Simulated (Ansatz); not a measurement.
Mo: enthalpy against pressure

Mo, Im-3m, a = 3.129 Å. Ansatz: PBEsol, PAW, 420 eV, Γ-centred 18×18×18 mesh on 1 atom, Gaussian smearing 0.10 eV; no spin polarisation. Cell and atoms are relaxed at each pressure, and no other structure is tried, so the rows at high pressure may lie past a change of phase. y is the enthalpy over the state at zero pressure; there V0 = 15.322 Å³/atom. The pressures are the targets, met within 0.05 GPa.

```
P (GPa) y (eV/atom)
   -2.0      -0.1919
    0.0       0.0000
    2.0       0.1906
    5.0       0.4740
   10.0            ?
   20.0       1.8517
   40.0       3.6039
```

Problem. Fit y = c1 P + c2 P² + c3 P³ to the other rows, say what c1 and c2 mean, and predict the missing value.

Solution. Least squares on the rows shown. y = 0.095612 P − 0.00016485 P² + 6.7475×10⁻⁷ P³. Since dH/dP = V, c1 is V0: 0.095612 eV/GPa × 160.2 = 15.317 Å³ against 15.322; c2 = −V0/(2B0) gives B0 = 290 GPa, where a Birch–Murnaghan fit to the volumes of the same runs (not shown) gives 282 GPa. At P = 10.0 the fit asked for gives 0.9403 eV/atom. The run gave 0.9402 eV/atom, so the fit is 0.0001 eV/atom too high, a small miss on the scale of the series.